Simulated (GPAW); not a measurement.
# Ag2O (Pn-3m) in GPAW: further runs

Aim: see how the results for Ag2O move with the level of theory and the settings. Levels: PBEsol, LDA. Tasks: band structure.

Everything below comes from runs of GPAW 26.7.0. Logs are shortened: lines on timing, memory, paths and dates and some standing lists are left out, and cuts for length are marked. The log counts tension as positive stress, the text compression.

## (1) Starting point

The structure is cubic, space group Pn-3m (No. 224). The conventional cell has a = 4.718 Å, b = 4.718 Å, c = 4.718 Å, α = 90.00°, β = 90.00°, γ = 90.00°. Ag (site symmetry -3m) is surrounded by 2 O at 2.04 Å. O (site symmetry -43m) is surrounded by 4 Ag at 2.04 Å.

## (2) Band structure, PBEsol

The input, run.py:

```python
from ase import Atoms
from ase.dft.bandgap import bandgap
from ase.io import write
from ase.units import GPa
from gpaw import GPAW, PW, setup_paths

setup_paths.insert(0, '.')

atoms = Atoms(['Ag', 'Ag', 'Ag', 'Ag', 'O', 'O'],
              cell=[[4.718, 0.0, 0.0],
                    [0.0, 4.718, 0.0],
                    [0.0, 0.0, 4.718]],
              scaled_positions=[[0.75, 0.25, 0.75],
                                [0.75, 0.75, 0.25],
                                [0.25, 0.75, 0.75],
                                [0.25, 0.25, 0.25],
                                [0.5, 0.5, 0.5],
                                [0.0, 0.0, 0.0]],
              pbc=True)

calc = GPAW(mode=PW(800),
            xc='PBEsol',
            kpts={'size': (5, 5, 5), 'gamma': True},
            occupations={'name': 'fermi-dirac', 'width': 0.05},
            nbands=66,
            convergence={'density': 1e-05, 'energy': 1e-05},
            maxiter=150,
            txt='gpaw.txt')
atoms.calc = calc
energy = atoms.get_potential_energy()
forces = atoms.get_forces()
stress = atoms.get_stress()
calc.write('gs.gpw')
write('result.traj', atoms)
print(f'Energy: {energy:.6f} eV')
print('Forces (eV/A):')
print(forces.round(4))
print('Stress (GPa):', (stress / GPa).round(3))
print('Fermi level:', round(calc.get_fermi_level(), 4), 'eV')
print(f'Gap: {bandgap(calc)[0]:.4f} eV, direct: {bandgap(calc, direct=True)[0]:.4f} eV')

path = atoms.cell.bandpath('GXMGRX,MR', npoints=100, eps=1e-4)
bs_calc = calc.fixed_density(kpts=path, symmetry='off', nbands=93,
                             convergence={'bands': 'CBM+6.0', 'eigenstates': 1e-6}, txt='bands.txt')
bs = bs_calc.band_structure()
bs.write('bs.json')
print(f'Gap on the path: {bandgap(bs_calc)[0]:.4f} eV')
```

Potentials or basis: PAW data sets generated in the run's folder for this functional, pw.

Started as:

```sh
> gpaw-setup -f PBEsol Ag O
> OMP_NUM_THREADS=1 python run.py
```

gpaw.txt:

```text
__  _  _
 | _ |_)|_||  |
 |__||  | ||/\| - 26.7.0

Input parameters:
  mode=PW(ecut=800.0),
  convergence={'density': 1e-05, 'energy': 1e-05},
  kpts=MonkhorstPack(size=(5, 5, 5), gamma=True),
  maxiter=150,
  nbands=66,
  occupations=Occupations(name='fermi-dirac', width=0.05),
  xc=XC(name='PBEsol')

Diagonalizing LCAO Hamiltonian
Converting LCAO to pw mode
    .-----------.
   /|           |
  / | Ag        |
 *  |           |
 |  |      Ag   |
 |  |    O  Ag  |
 |  .-----------.
 | / Ag        /
 |/           /
 O-----------*

Atoms  # Å, Bohr magnetons
|   | symbol |        x |        y |        z |    initial magnetic moments |
|---|--------|----------|----------|----------|-----------------------------|
| 0 |     Ag | 3.538500 | 1.179500 | 3.538500 | ( 0.0000,  0.0000,  0.0000) |
| 1 |     Ag | 3.538500 | 3.538500 | 1.179500 | ( 0.0000,  0.0000,  0.0000) |
| 2 |     Ag | 1.179500 | 3.538500 | 3.538500 | ( 0.0000,  0.0000,  0.0000) |
| 3 |     Ag | 1.179500 | 1.179500 | 1.179500 | ( 0.0000,  0.0000,  0.0000) |
| 4 |      O | 2.359000 | 2.359000 | 2.359000 | ( 0.0000,  0.0000,  0.0000) |
| 5 |      O | 0.000000 | 0.000000 | 0.000000 | ( 0.0000,  0.0000,  0.0000) |

Unit cell  # Å
| periodic |        x |        y |        z |  lengths |    angles |
|----------|----------|----------|----------|----------|-----------|
|      yes | 4.718000 | 0.000000 | 0.000000 | 4.718000 | 90.000000 |
|      yes | 0.000000 | 4.718000 | 0.000000 | 4.718000 | 90.000000 |
|      yes | 0.000000 | 0.000000 | 4.718000 | 4.718000 | 90.000000 |

Number of symmetries: 24
Symmetry operations  # r_c * U_cc + t_c -> r_c
|    | kind |            matrix            |
|----|------|------------------------------|
|  0 |  E   |  1, 0, 0,  0, 1, 0,  0, 0, 1 |
|  1 |  σ   |  1, 0, 0,  0, 0, 1,  0, 1, 0 |
|  2 |  σ   |  1, 0, 0,  0, 0,-1,  0,-1, 0 |
|  3 |  C2  |  1, 0, 0,  0,-1, 0,  0, 0,-1 |
|  4 |  σ   |  0, 1, 0,  1, 0, 0,  0, 0, 1 |
|  5 |  C3  |  0, 1, 0,  0, 0, 1,  1, 0, 0 |
|  6 |  C3  |  0, 1, 0,  0, 0,-1, -1, 0, 0 |
|  7 |  S4  |  0, 1, 0, -1, 0, 0,  0, 0,-1 |
|  8 |  C3  |  0, 0, 1,  1, 0, 0,  0, 1, 0 |
|  9 |  σ   |  0, 0, 1,  0, 1, 0,  1, 0, 0 |
| 10 |  S4  |  0, 0, 1,  0,-1, 0, -1, 0, 0 |
| 11 |  C3  |  0, 0, 1, -1, 0, 0,  0,-1, 0 |
| 12 |  C3  |  0, 0,-1,  1, 0, 0,  0,-1, 0 |
| 13 |  σ   |  0, 0,-1,  0, 1, 0, -1, 0, 0 |
| 14 |  S4  |  0, 0,-1,  0,-1, 0,  1, 0, 0 |
| 15 |  C3  |  0, 0,-1, -1, 0, 0,  0, 1, 0 |
| 16 |  S4  |  0,-1, 0,  1, 0, 0,  0, 0,-1 |
| 17 |  C3  |  0,-1, 0,  0, 0, 1, -1, 0, 0 |
| 18 |  C3  |  0,-1, 0,  0, 0,-1,  1, 0, 0 |
| 19 |  σ   |  0,-1, 0, -1, 0, 0,  0, 0, 1 |
| 20 |  C2  | -1, 0, 0,  0, 1, 0,  0, 0,-1 |
| 21 |  S4  | -1, 0, 0,  0, 0, 1,  0,-1, 0 |
| 22 |  S4  | -1, 0, 0,  0, 0,-1,  0, 1, 0 |
| 23 |  C2  | -1, 0, 0,  0,-1, 0,  0, 0, 1 |

BZ-sampling:
  Number of BZ points: 125
  Number of IBZ points: 10

  Monkhorst-Pack size: [5, 5, 5]
  Monkhorst-Pack shift: [0, 0, 0]

K-points  # in reciprocal-cell coordinates
|   |                                coordinates |     weight |
|---|--------------------------------------------|------------|
| 0 | (  0.00000000,   0.00000000,   0.00000000) | 0.00800000 |
| 1 | (  0.20000000,   0.00000000,   0.00000000) | 0.04800000 |
| 2 | (  0.20000000,   0.20000000,   0.00000000) | 0.09600000 |
| 3 | (  0.20000000,   0.20000000,   0.20000000) | 0.06400000 |
| 4 | (  0.40000000,   0.00000000,   0.00000000) | 0.04800000 |
| 5 | (  0.40000000,   0.20000000,   0.00000000) | 0.19200000 |
| 6 | (  0.40000000,   0.20000000,   0.20000000) | 0.19200000 |
| 7 | (  0.40000000,   0.40000000,   0.00000000) | 0.09600000 |
| 8 | (  0.40000000,   0.40000000,   0.20000000) | 0.19200000 |
| 9 | (  0.40000000,   0.40000000,   0.40000000) | 0.06400000 |

Plane wave coefficients: 5449
Cutoff: 800.0 eV

Spin-components: 1 (collinear spins)
Bands:           66
Projectors:      34
Spin-degeneracy: 2
Datatype:        complex128

Parallelization:
  kpt:    1
  domain: 1
  band:   1

Density:
  Valence electrons: 80.0
  Components: 1
  Grid points: [32 32 32]
  Charge: 0.0  # |e|

Potential:
  Grid points: [32 32 32]

species:
  Ag:
    name:    Silver
    Z:       47.0
    valence: 17
    core:    30
    charge:  0.0  # [|e|]
    compensation charges:
      type: gauss
      rc: 0.40  # [Å]
      lmax: 2
    cutoffs:
      filter: 2.35  # [Å]
      core: 2.19  # [Å]
    projectors
    | kind |    occ | energy [eV] | rcut [Å] |
    |------|--------|-------------|----------|
    |   5s |  1.000 |      -4.417 |    1.286 |
    |   4p |  6.000 |     -58.524 |    1.328 |
    |   5p |  0.000 |      -0.670 |    1.328 |
    |   4d | 10.000 |      -7.455 |    1.180 |
    |    s |        |      22.795 |    1.286 |
    |    d |        |      19.756 |    1.180 |

    Using partial waves for Ag as LCAO basis

  O:
    name:    Oxygen
    Z:       8.0
    valence: 6
    core:    2
    charge:  0.0  # [|e|]
    compensation charges:
      type: gauss
      rc: 0.21  # [Å]
      lmax: 2
    cutoffs:
      filter: 1.17  # [Å]
      core: 0.83  # [Å]
    projectors
    | kind |    occ | energy [eV] | rcut [Å] |
    |------|--------|-------------|----------|
    |   2s |  2.000 |     -23.808 |    0.688 |
    |   2p |  4.000 |      -8.972 |    0.598 |
    |    s |        |       3.404 |    0.688 |
    |    p |        |      18.239 |    0.598 |
    |    d |        |       0.000 |    0.619 |

    Using partial waves for O as LCAO basis

Reference energy: -582183.804181  # eV

eigensolver:
  PPCG
  Converge bands: occupied
  niter=2

density mixing:
  MSR1-Mixer
  Pratt-step length: 0.05
  Maximum mixing coefficient: 0.75
  Old densities: 10
  SVD Regularization: 0.005
  Good broyden scale: 1.0
  Trust region scale: 1.0
  Backstep threshold: 4.0
  History deletion threshold: 6.0
  Fourier metric: weight=20.0, sigma=0.015

occupation numbers:
  Fermi-Dirac:
    width: 0.0500  # eV

poisson solver:
  ecut: 6400.0  # eV

xc functional:
  name: PBEsol with 2 nearest neighbor stencil

convergence criteria:
- Maximum integral of absolute [dens]ity change: 1e-05 electrons / valence electron
- Maximum [total energy] change in last 3 cyles: 1e-05 eV / valence electron
- Maximum integral of absolute [eigenst]ate change: 4e-08 eV^2 / valence electron
maximum number of iterations: 150

SCF iterations
|iter     | |      energy | eigst |  dens |
|---------|-|-------------|-------|-------|
|iter:   1| |  -28.563191 | +0.06 |       |
|iter:   2| |  -27.389226 | -1.99 | -1.28 |
|iter:   3| |  -24.962456 | -1.51 | -1.34 |
|iter:   4| |  -24.898333 | -3.16 | -1.88 |
|iter:   5| |  -24.882570 | -3.52 | -2.13 |
|iter:   6| |  -24.881564 | -4.61 | -2.92 |
|iter:   7| |  -24.881388 | -5.34 | -3.33 |
|iter:   8| |  -24.881348c| -6.09 | -3.67 |
|iter:   9| |  -24.881352c| -6.72 | -3.86 |
|iter:  10| |  -24.881352c| -8.15c| -4.71 |
|iter:  11| |  -24.881352c| -8.32c| -5.22c|

Converged in 11 steps
Energy contributions relative to reference atoms: (reference = -582183.804181)

Energy contributions:
  Kinetic:          20.272105
  Coulomb:         -25.355829
  Zero:              0.754838
  External:          0.000000
  Xc:              -20.551152
  Entropy:          -0.002627
  Spinorbit:         0.000000
  ----------------------------
  Free energy:     -24.882666
  Extrapolated:    -24.881352

dipole moment: (-13.244059, -13.244059, -13.244059)  # |e|*Ang

Fermi level: 4.754
Eigenvalues  # (at kpt = [0.000, 0.000, 0.000])
| band index |      eig [eV] | occ [0-2] |
|------------|---------------|-----------|
|          0 |       -49.928 |     2.000 |
|        ... |               |           |
|         33 |         1.876 |     2.000 |
|         34 |         2.058 |     2.000 |
|         35 |         2.058 |     2.000 |
|         36 |         2.058 |     2.000 |
|         37 |         4.670 |     1.685 |
|         38 |         4.684 |     1.607 |
[... 8 lines left out ...]
|         47 |        13.289 |     0.000 |
|         48 |        13.289 |     0.000 |
|        ... |               |           |
|         65 |        25.832 |     0.000 |

No gap
No difference between direct/indirect transitions

Forces  # eV/Ang
|        x |        y |        z |
|----------|----------|----------|
| -0.00002 |  0.00002 | -0.00002 |  # Ag   0
| -0.00002 | -0.00002 |  0.00002 |  # Ag   1
|  0.00002 | -0.00002 | -0.00002 |  # Ag   2
|  0.00002 |  0.00002 |  0.00002 |  # Ag   3
|  0.00000 |  0.00000 |  0.00000 |  # O    4
| -0.00000 | -0.00000 | -0.00000 |  # O    5

Stress tensor  # eV/Ang^3
|        x |         y |         z |
|----------|-----------|-----------|
| 0.003060 |  0.000000 |  0.000000 |
| 0.000000 |  0.003060 | -0.000000 |
| 0.000000 | -0.000000 |  0.003060 |

# Writing to gs.gpw (mode='')
```

bands.txt:

```text
Diagonalizing LCAO Hamiltonian
Converting LCAO to pw mode
convergence criteria:
- Maximum integral of absolute [eigenst]ate change: 1e-06 eV^2 / valence electron
maximum number of iterations: 150

SCF iterations
|iter     | |      energy | eigst |  dens |
|---------|-|-------------|-------|-------|
|iter:   1| |             | +0.57 |       |
[... 105 lines left out ...]
         [0.5       , 0.5       , 0.23076923],
         [0.5       , 0.5       , 0.26923077],
         [0.5       , 0.5       , 0.30769231],
         [0.5       , 0.5       , 0.34615385],
         [0.5       , 0.5       , 0.38461538],
         [0.5       , 0.5       , 0.42307692],
         [0.5       , 0.5       , 0.46153846],
         [0.5       , 0.5       , 0.5       ]])),
  maxiter=150,
  nbands=93,
  occupations=Occupations(name='fermi-dirac', width=0.05),
  symmetry=Symmetry(point_group=False, time_reversal=False),
  xc=XC(name='PBEsol')
```

Run time: 3.7 min. Hardware: 1 thread of Intel Xeon 6975P-C (Granite Rapids), shared host; peak memory 1.3 GiB.

Results:

* Free energy: -24.8827 eV
* Pressure: -0.5 GPa
* Band gap along the path: none (metal or under the smearing width)

Levels at the corners of the path, in eV from the Fermi level:
| point | band 36 | band 37 | band 38 | band 39 | band 40 | band 41 | band 42 | band 43 | band 44 | band 45 |
| --- | --- | --- | --- | --- | --- | --- | --- | --- | --- | --- |
| Γ | -2.70 | -2.70 | -0.08 | -0.07 | -0.07 | -0.07 | 1.79 | 1.79 | 7.13 | 7.13 |
| X | -2.76 | -1.72 | -1.72 | -0.56 | -0.56 | 1.95 | 1.95 | 4.56 | 4.56 | 6.79 |
| M | -2.09 | -1.74 | -1.74 | -0.92 | -0.92 | 1.92 | 1.92 | 3.60 | 3.60 | 6.61 |
| Γ | -2.70 | -2.70 | -0.08 | -0.07 | -0.07 | -0.07 | 1.79 | 1.79 | 7.13 | 7.13 |
| R | -2.78 | -1.81 | -0.77 | -0.77 | -0.77 | 2.34 | 2.34 | 2.34 | 4.75 | 4.75 |
| X | -2.76 | -1.72 | -1.72 | -0.56 | -0.56 | 1.95 | 1.95 | 4.56 | 4.56 | 6.79 |
| M | -2.09 | -1.74 | -1.74 | -0.92 | -0.92 | 1.92 | 1.92 | 3.60 | 3.60 | 6.61 |
| R | -2.78 | -1.81 | -0.77 | -0.77 | -0.77 | 2.34 | 2.34 | 2.34 | 4.75 | 4.75 |

## (3) Band structure, LDA

Edit run.py of step 2 so:

```diff
@@ -4,5 +4,3 @@
 from ase.units import GPa
-from gpaw import GPAW, PW, setup_paths
-
-setup_paths.insert(0, '.')
+from gpaw import GPAW, PW
 
@@ -21,3 +19,3 @@
 calc = GPAW(mode=PW(800),
-            xc='PBEsol',
+            xc='LDA',
             kpts={'size': (5, 5, 5), 'gamma': True},
```

Potentials or basis: the program's PAW data sets (release 1.2.1) made for this functional, pw.

Started as:

```sh
> OMP_NUM_THREADS=1 python run.py
```

Run time: 3.7 min. Hardware: 1 thread of Intel Xeon 6975P-C (Granite Rapids), shared host; peak memory 1.3 GiB.

It converged, with:

```
Free energy             : -27.6614 eV
Pressure                : -4.9 GPa
Band gap along the path : none (metal or under the smearing width)
```

Levels at the corners of the path, in eV from the Fermi level:
| point | band 37 | band 38 | band 39 | band 40 | band 41 | band 42 | band 43 | band 44 |
| --- | --- | --- | --- | --- | --- | --- | --- | --- |
| Γ | -2.67 | -0.07 | -0.07 | -0.07 | -0.06 | 1.78 | 1.78 | 7.05 |
| X | -1.73 | -1.73 | -0.56 | -0.56 | 1.95 | 1.95 | 4.55 | 4.55 |
| M | -1.74 | -1.74 | -0.92 | -0.92 | 1.91 | 1.91 | 3.58 | 3.58 |
| Γ | -2.67 | -0.07 | -0.07 | -0.07 | -0.06 | 1.78 | 1.78 | 7.05 |
| R | -1.79 | -0.78 | -0.78 | -0.78 | 2.33 | 2.33 | 2.33 | 4.70 |
| X | -1.73 | -1.73 | -0.56 | -0.56 | 1.95 | 1.95 | 4.55 | 4.55 |
| M | -1.74 | -1.74 | -0.92 | -0.92 | 1.91 | 1.91 | 3.58 | 3.58 |
| R | -1.79 | -0.78 | -0.78 | -0.78 | 2.33 | 2.33 | 2.33 | 4.70 |

## (4) For comparison

An earlier run on the cell as given: functional PBEsol; potentials or basis PAW data sets generated in the run's folder for this functional; cutoff 800 eV; basis pw; k mesh 6 × 6 × 6; occupations fermi-dirac, width 0.05 eV; no spin polarisation.

- Pressure: -0.5 GPa
- Band gap on the k mesh: none (metal or under the smearing width)

## (5) The runs side by side

| task | level | potentials or basis | k mesh | band path | band points | pressure (GPa) |
| --- | --- | --- | --- | --- | --- | --- |
| band structure | PBEsol | PAW data sets generated in the run's folder for this functional, pw | 5 × 5 × 5 | GXMGRX,MR | 100 | -0.5 |
| band structure | LDA | the program's PAW data sets (release 1.2.1) made for this functional, pw | 5 × 5 × 5 | GXMGRX,MR | 100 | -4.9 |
| single point | PBEsol | PAW data sets generated in the run's folder for this functional, pw | 6 × 6 × 6 | - | - | -0.5 |

Alike in all rows: no spin polarisation; cell as given; cutoff (eV) 800; smearing fermi-dirac 0.05 eV.

Absolute energies hang on the potentials; compare differences alone.
